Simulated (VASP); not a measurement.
## SiC in VASP 6.6.1, single-point calculation

INCAR

```
LCHARG = .FALSE.
ISYM = -1
NSW = 0
PREC = Accurate
LREAL = .FALSE.
NBANDS = 11
ISIF = 2
AMIX = 0.1
GGA = PS
NELM = 120
SIGMA = 0.02
ISMEAR = -1
ALGO = Conjugate
LASPH = .TRUE.
ENCUT = 520
LWAVE = .FALSE.
IBRION = -1
EDIFF = 1E-7
```

KPOINTS

```
KPOINTS created by Atomic Simulation Environment
0
Gamma
4 4 4
0 0 0
```

POSCAR

```
Si C
 1.0000000000000000
    -0.0444000000000000    1.9720000000000000    1.9421999999999999
     2.0186999999999999   -0.0989000000000000    1.9966999999999999
     1.9864999999999999    1.9943000000000000   -0.0668000000000000
 Si  C
   1   1
Cartesian
  1.9516700100000000  1.9732917699999999 -0.0082168700000000
  2.1014865899999999  1.7588326900000000  1.7757595999999998
```

The recommended PBE PAW datasets give the neutral cell 8 valence electrons.

Command

```
mpirun -np 1 vasp_std
```

OSZICAR

```
N       E                     dE             d eps       ncg     rms           ort
DAV:   1     0.185376162359E+01    0.18538E+01   -0.47761E+03   704   0.720E+02
DAV:   2    -0.152674808580E+02   -0.17121E+02   -0.16202E+02   704   0.108E+02
DAV:   3    -0.157166232492E+02   -0.44914E+00   -0.44829E+00   704   0.137E+01
DAV:   4    -0.157175935844E+02   -0.97034E-03   -0.97030E-03   704   0.800E-01
DAV:   5    -0.157175958103E+02   -0.22259E-05   -0.22267E-05   704   0.358E-02
SDA:   6    -0.116321398920E+02    0.40855E+01   -0.22267E-05   704   0.626E+01   0.000E+00
CGA:   7    -0.138732244019E+02   -0.22411E+01   -0.26291E+01   704   0.328E+00  -0.101E+01
CGA:   8    -0.140075142118E+02   -0.13429E+00   -0.13476E+00   704   0.459E-02  -0.147E-02
CGA:   9    -0.140101086949E+02   -0.25945E-02   -0.25990E-02   704   0.242E-03  -0.164E-04
CGA:  10    -0.140102429477E+02   -0.13425E-03   -0.13475E-03   704   0.105E-04  -0.180E-05
CGA:  11    -0.140102486520E+02   -0.57044E-05   -0.56875E-05   704   0.102E-05   0.727E-07
CGA:  12    -0.140102492121E+02   -0.56011E-06   -0.53913E-06   704   0.635E-07   0.966E-07
SDA:  13    -0.140102492445E+02   -0.32331E-07   -0.30405E-07   704   0.846E-08   0.194E-07
   1 F= -.14010249E+02 E0= -.14009676E+02  d E =-.114749E-02
```

From OUTCAR

```
k-points           NKPTS =     64   k-points in BZ     NKDIM =     64   number of bands    NBANDS=     11

   NELECT =       8.0000    total number of electrons

   dimension x,y,z NGX =    24 NGY =   24 NGZ =   24
   dimension x,y,z NGXF=    48 NGYF=   48 NGZF=   48

  energy-cutoff  :      520.00
  volume of cell :       16.46
      direct lattice vectors                 reciprocal lattice vectors
    -0.044400000  1.972000000  1.942200000    -0.241447356  0.249092785  0.256445662
     2.018700000 -0.098900000  1.996700000     0.243247957 -0.234147115  0.243300545
     1.986500000  1.994300000 -0.066800000     0.250810514  0.243509942 -0.241512521

 k-points in reciprocal lattice and weights: KPOINTS created by Atomic Simulation Env
   0.00000000  0.00000000  0.00000000       0.016
   0.25000000  0.00000000  0.00000000       0.016
   0.50000000  0.00000000  0.00000000       0.016
  -0.25000000  0.00000000  0.00000000       0.016
  -0.00000000  0.25000000 -0.00000000       0.016
   0.25000000  0.25000000 -0.00000000       0.016
   0.50000000  0.25000000  0.00000000       0.016
  -0.25000000  0.25000000 -0.00000000       0.016
   ...

 E-fermi :  12.4938

 k-point     1 :       0.0000    0.0000    0.0000
  band No.  band energies     occupation
      1      -6.1258      2.00000
      2      11.3110      2.00000
      3      12.4666      1.58728
      4      13.0931      0.00000
      5      18.8640      0.00000
      6      20.2704      0.00000
      7      21.0166      0.00000
      8      22.5501      0.00000
      9      25.0968      0.00000
     10      25.3528      0.00000
     11      26.7199      0.00000

 k-point     2 :       0.2500    0.0000    0.0000
  band No.  band energies     occupation
      1      -4.6066      2.00000
      2       7.1840      2.00000
      3      10.8661      2.00000
      4      11.9411      2.00000
      5      18.6976      0.00000
      6      19.5520      0.00000
      7      20.3501      0.00000
      8      21.7034      0.00000
      9      24.0099      0.00000
     10      25.3834      0.00000
     11      27.0604      0.00000

 k-point     3 :       0.5000    0.0000    0.0000
  band No.  band energies     occupation
      1      -1.0951      2.00000
      2       1.2279      2.00000
      3      10.6020      2.00000
      4      11.4172      2.00000
      5      17.4266      0.00000
      6      17.5949      0.00000
      7      19.0198      0.00000
      8      21.7157      0.00000
      9      26.6893      0.00000
     10      29.9217      0.00000
     11      32.3052      0.00000

 k-point     4 :      -0.2500    0.0000    0.0000
  band No.  band energies     occupation
      1      -4.6066      2.00000
      2       7.1840      2.00000
      3      10.8661      2.00000
      4      11.9411      2.00000
      5      18.6976      0.00000
      6      19.5520      0.00000
      7      20.3501      0.00000
      8      21.7034      0.00000
      9      24.0099      0.00000
     10      25.3834      0.00000
     11      27.0604      0.00000

 k-point     5 :      -0.0000    0.2500   -0.0000
  band No.  band energies     occupation
      1      -4.7048      2.00000
      2       6.1018      2.00000
      3      11.7977      2.00000
      4      12.5265      0.32254
      5      18.8287      0.00000
      6      20.0947      0.00000
      7      20.7534      0.00000
      8      22.8717      0.00000
      9      24.0627      0.00000
     10      25.2269      0.00000
     11      26.6194      0.00000

 ...

  Total        1.3790777      1.2919566      3.4466574      1.0203242      1.3154803      0.1106182
  in kB      134.1960092    125.7183816    335.3891236     99.2862384    128.0074379     10.7640976
  external PRESSURE =     198.4345048 kB  Pullay stress =       0.0000000 kB

 POSITION                                       TOTAL-FORCE (eV/Angst)
 -----------------------------------------------------------------------------------
      1.95167      1.97329     -0.00822         0.510362     -0.477695     -1.858682
      2.10149      1.75883      1.77576        -0.510362      0.477695      1.858682
 -----------------------------------------------------------------------------------
    total drift:                                0.000030     -0.000051     -0.000108

  FREE ENERGIE OF THE ION-ELECTRON SYSTEM (eV)
  ---------------------------------------------------
  free  energy   TOTEN  =       -14.0102492445 eV

  energy  without entropy=      -14.0091017580  energy(sigma->0) =      -14.00967550
```

It converged. Results: gap between bands v and c on the k mesh -1.92 eV (bands overlap: a metal); least direct gap on the k mesh 2.08 eV; pressure 19.8 GPa; largest force 1.99 eV/Å. Band v is the last that the valence electrons fill when counted band by band, and c is the next.

These settings aren't sound, so the numbers aren't properties of the crystal.

On sound settings PBEsol gives a gap of -1.95 eV on its mesh and a pressure of 18.4 GPa for the intended cell.

The run took about 9.1 s on one core of a shared host (Intel Xeon Platinum 8488C) and held 0.14 GiB at most.
